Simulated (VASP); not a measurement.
# Sr (Im-3m) in VASP: single point with LDA

Aim: the single point of Sr with LDA.

Everything below comes from runs of VASP 6.6.1. Logs are shortened: lines on timing, memory, paths and dates and some standing lists are left out, and cuts for length are marked.

## Step 1: The crystal as given

Symmetry: Im-3m, No. 229, cubic system. Conventional cell: a = 4.463 Å, b = 4.463 Å, c = 4.463 Å, α = 90.00°, β = 90.00°, γ = 90.00°. Sr (site symmetry m-3m) is surrounded by 8 Sr at 3.87 Å.

The cell was built by a generator and needn't be a form met in nature.

## Step 2: Single point, LDA

Input file INCAR:

```
SYSTEM = Sr
  PREC = Accurate
  ENCUT = 520
  EDIFF = 1E-7
  ISMEAR = -5
  SIGMA = 0.1
  LREAL = .FALSE.
  LASPH = .TRUE.
  NELM = 80
  ALGO = Normal
  ISIF = 2
  LWAVE = .FALSE.
  LCHARG = .FALSE.
  NBANDS = 11
```

Input file KPOINTS:

```
Automatic mesh
0
G
  8 8 8
  0 0 0
```

Input file POSCAR:

```
Sr
1.0
   -2.2316730000      2.2316730000      2.2316730000
    2.2316730000     -2.2316730000      2.2316730000
    2.2316730000      2.2316730000     -2.2316730000
Sr
1
Direct
    0.0000000000      0.0000000000      0.0000000000
```

Potentials or basis: VASP PAW LDA potentials, release 64 (Sr_sv).

Launch:

```console
cat potpaw_LDA.64/Sr_sv/POTCAR > POTCAR
mpirun -np 1 vasp_std > vasp.out
```

OUTCAR:

```text
SYSTEM = Sr
   PREC = Accurate
   ENCUT = 520
   EDIFF = 1E-7
   ISMEAR = -5
   LREAL = .FALSE.
   LASPH = .TRUE.
   NELM = 80
   ISIF = 2

 ion  position               nearest neighbor table
   1  0.000  0.000  0.000-

  LATTYP: Found a body centered cubic cell.
 ALAT       =     4.4633460000

  Lattice vectors:

 A1 = (  -2.2316730000,   2.2316730000,   2.2316730000)
 A2 = (   2.2316730000,  -2.2316730000,   2.2316730000)
 A3 = (   2.2316730000,   2.2316730000,  -2.2316730000)

Analysis of symmetry for initial positions (statically):
=====================================================================
 Subroutine PRICEL returns:
 Original cell was already a primitive cell.

 Routine SETGRP: Setting up the symmetry group for a
 body centered cubic supercell.

 Subroutine GETGRP returns: Found 48 space group operations
 (whereof 48 operations were pure point group operations)
 out of a pool of 48 trial point group operations.

The static configuration has the point symmetry O_h .

Analysis of symmetry for dynamics (positions and initial velocities):
=====================================================================
 Subroutine PRICEL returns:
 Original cell was already a primitive cell.

 Routine SETGRP: Setting up the symmetry group for a
 body centered cubic supercell.

 Subroutine GETGRP returns: Found 48 space group operations
 (whereof 48 operations were pure point group operations)
 out of a pool of 48 trial point group operations.

The dynamic configuration has the point symmetry O_h .

 Subroutine INISYM returns: Found 48 space group operations
 (whereof 48 operations are pure point group operations),
 and found     1 'primitive' translations

----------------------------------------------------------------------------------------

                                     Primitive cell

  volume of cell :      44.4582

  direct lattice vectors                    reciprocal lattice vectors
    -2.231673000  2.231673000  2.231673000     0.000000000  0.224047161  0.224047161
     2.231673000 -2.231673000  2.231673000     0.224047161  0.000000000  0.224047161
     2.231673000  2.231673000 -2.231673000     0.224047161  0.224047161  0.000000000

  length of vectors
     3.865371022  3.865371022  3.865371022     0.316850534  0.316850534  0.316850534
[... 80 lines left out ...]
   NELM   =     80;   NELMIN=  2; NELMDL= -5     # of ELM steps
   EDIFF  = 0.1E-06   stopping-criterion for ELM
   LREAL  =      F    real-space projection
   EDIFFG = 0.1E-05   stopping-criterion for IOM
   NSW    =      0    number of steps for IOM
   IBRION =     -1    ionic relax: 0-MD 1-quasi-New 2-CG
   NFREE  =      0    steps in history (QN), initial steepest desc. (CG)
   ISIF   =      2    stress and relaxation
   ISYM   =      2    0-nonsym 1-usesym 2-fastsym
   POTIM  = 0.5000    time-step for ionic-motion
   TEBEG  =    0.0;   TEEND  =   0.0 temperature during run
   PSTRESS=    0.0 pullay stress
   NELECT =      10.0000    total number of electrons
   NUPDOWN=      -1.0000    fix difference up-down
   EMIN   =  10.00;   EMAX   =-10.00  energy-range for DOS
   EFERMI =   0.00;   METHOD = LEGACY
   ISMEAR =    -5;   SIGMA  =   0.10  broadening in eV -4-tet -1-fermi 0-gaus
   EFERMI_NEDOS =   21; number of points for ismear=-14 and -15
   IALGO  =     38    algorithm
   IMIX   =      4    mixing-type and parameters
     AMIX     =   0.40;   BMIX     =  1.00
     AMIX_MAG =   1.60;   BMIX_MAG =  1.00
  volume/ion in A,a.u.               =      44.46       300.02
  Fermi-wavevector in a.u.,A,eV,Ry     =   0.995614  1.881437 13.486734  0.991247
  Thomas-Fermi vector in A             =   2.127646
   LORBIT       =      0    0 simple, 1 ext, 2 COOP (PROOUT), +10 PAW based schemes
   GGA     = CA    functional components
   LHFCALC =     F    Hartree Fock is set to
   AEXX    =    0.0000 exact exchange contribution
   IVDW    =     0    specifies the selected vdW correction
   LEPSILON=     F    determine dielectric tensor
   LRPA    =     F    only Hartree local field effects (RPA)
 non-spin polarized calculation
 Fermi weights with tetrahedron method with Bloechl corrections
  energy-cutoff  :      520.00
  volume of cell :       44.46
 maximum number of plane-waves:      1220
 NGX is ok and might be reduce to    30
   NGX = 15   NGY = 15   NGZ = 15

 number of electron      10.0000000 magnetization

 Free energy of the ion-electron system (eV)
  ---------------------------------------------------
  ext. energy  EPLUGINS =         0.00000000
  ---------------------------------------------------
  free energy    TOTEN  =        -1.88918328 eV

  energy without entropy =       -1.88918328  energy(sigma->0) =       -1.88918328

 E-fermi :   2.0574     XC(G=0):  -8.2531

 val. band max:        2.0675628544   @ k =   0.2500   0.2500   0.1250
 cond. band min:       2.1380043533   @ k =  -0.3750   0.3750   0.3750
 fundamental gap:      0.0704414989
 Fermi energy:         2.0574459936

 k-point     1 :       0.0000    0.0000    0.0000
  band No.  band energies     occupation
      1     -33.8674      2.00000
      2     -15.7806      2.00000
      3     -15.7806      2.00000
      4     -15.7806      2.00000
      5      -1.7606      2.00000
      6       4.7053      0.00000
      7       4.7053      0.00000
      8       4.7053      0.00000
      9       6.3455      0.00000
     10       6.3455      0.00000
     11      11.1545      0.00000
[... 309 lines left out ...]
 k-point    24 :      -0.3750    0.3750    0.2500
  band No.  band energies     occupation
      1     -33.8155      2.00000
      2     -16.0929      2.00000
      3     -15.9736      2.00000
      4     -15.9351      2.00000
      5       1.3630      2.00795
      6       2.6060     -0.03261
      7       4.5532      0.00000
      8       4.7586      0.00000
      9       6.3517      0.00000
     10       7.1345      0.00000
     11      10.3819      0.00000

 [... further k-points ...]
[... 5 lines left out ...]
  --------------------------------------------------------------------------------------
  -------------------------------------------------------------------------------------
  Total        0.3547673      0.3547673      0.3547673      0.0000000      0.0000000      0.0000000
  in kB       12.7850511     12.7850511     12.7850511      0.0000000      0.0000000      0.0000000
  external PRESSURE =      12.7850511 kB  Pullay stress =       0.0000000 kB

 VOLUME and BASIS-vectors are now :
 -----------------------------------------------------------------------------
  energy-cutoff  :      520.00
  volume of cell :       44.46
      direct lattice vectors                 reciprocal lattice vectors
    -2.231673000  2.231673000  2.231673000     0.000000000  0.224047161  0.224047161
     2.231673000 -2.231673000  2.231673000     0.224047161  0.000000000  0.224047161
     2.231673000  2.231673000 -2.231673000     0.224047161  0.224047161  0.000000000

 POSITION                                       TOTAL-FORCE (eV/Angst)
 -----------------------------------------------------------------------------------
      0.00000      0.00000      0.00000        -0.000000      0.000000      0.000000
 -----------------------------------------------------------------------------------
    total drift:                               -0.000000     -0.000000      0.000000

  FREE ENERGIE OF THE ION-ELECTRON SYSTEM (eV)
  ---------------------------------------------------
  free  energy   TOTEN  =        -1.8891832776 eV

  energy  without entropy=       -1.8891832776  energy(sigma->0) =       -1.88918328
```

OSZICAR:

```text
N       E                     dE             d eps       ncg     rms          rms(c)
DAV:   1     0.343035989223E+02    0.34304E+02   -0.50615E+03   646   0.818E+02
DAV:   2    -0.361752879462E+00   -0.34665E+02   -0.34163E+02   740   0.159E+02
DAV:   3    -0.182848102243E+01   -0.14667E+01   -0.14540E+01   918   0.239E+01
DAV:   4    -0.189727869009E+01   -0.68798E-01   -0.69109E-01   841   0.466E+00
DAV:   5    -0.189840852537E+01   -0.11298E-02   -0.11316E-02   910   0.550E-01    0.127E+01
DAV:   6    -0.189247232463E+01    0.59362E-02   -0.53701E-03   821   0.837E-01    0.726E+00
DAV:   7    -0.188913775241E+01    0.33346E-02   -0.10705E-02   969   0.107E+00    0.221E-01
DAV:   8    -0.188915487978E+01   -0.17127E-04   -0.27008E-04   943   0.115E-01    0.556E-02
DAV:   9    -0.188917638159E+01   -0.21502E-04   -0.35041E-05   960   0.372E-02    0.228E-02
DAV:  10    -0.188918050468E+01   -0.41231E-05   -0.30895E-06   812   0.146E-02    0.455E-03
DAV:  11    -0.188918168802E+01   -0.11833E-05   -0.12182E-07   653   0.269E-03    0.125E-03
DAV:  12    -0.188918334790E+01   -0.16599E-05   -0.75526E-08   597   0.107E-03    0.552E-04
DAV:  13    -0.188918327761E+01    0.70285E-07   -0.10474E-08   415   0.583E-04
   1 F= -.18891833E+01 E0= -.18891833E+01  d E =0.000000E+00
```

stdout:

```text
POSCAR found type information on POSCAR Sr
 POSCAR found :  1 types and       1 ions
 scaLAPACK will be used
 LDA part: xc-table for (Slater(with rela. corr.)+CA(PZ))
 , standard interpolation
 POSCAR, INCAR and KPOINTS ok, starting setup
 FFT: planning ... GRIDC
 FFT: planning ... GRID_SOFT
 FFT: planning ... GRID
 WAVECAR not read
 entering main loop
 -----------------------------------------------------------------------------
|                                                                             |
|           W    W    AA    RRRRR   N    N  II  N    N   GGGG   !!!           |
|           W    W   A  A   R    R  NN   N  II  NN   N  G    G  !!!           |
|           W    W  A    A  R    R  N N  N  II  N N  N  G       !!!           |
|           W WW W  AAAAAA  RRRRR   N  N N  II  N  N N  G  GGG   !            |
|           WW  WW  A    A  R   R   N   NN  II  N   NN  G    G                |
|           W    W  A    A  R    R  N    N  II  N    N   GGGG   !!!           |
|                                                                             |
|     Tetrahedron method does not include variations of the Fermi             |
|     occupations, so forces and stress will be inaccurate. We suggest        |
|     using a different smearing scheme ISMEAR = 1 or 2 for metals in         |
|     relaxations.                                                            |
|                                                                             |
 -----------------------------------------------------------------------------
```

Run time: 9.2 s. Hardware: 1 thread of AMD EPYC 9R45 (Zen 5), shared host; peak memory 0.12 GiB.

What came out:

```yaml
Free_energy: -1.8892 eV
Pressure: 1.3 GPa
Band_gap_on_the_k_mesh: none (metal or under the smearing width)
```

Caveat: tetrahedron occupations give inexact forces and stress in metals.
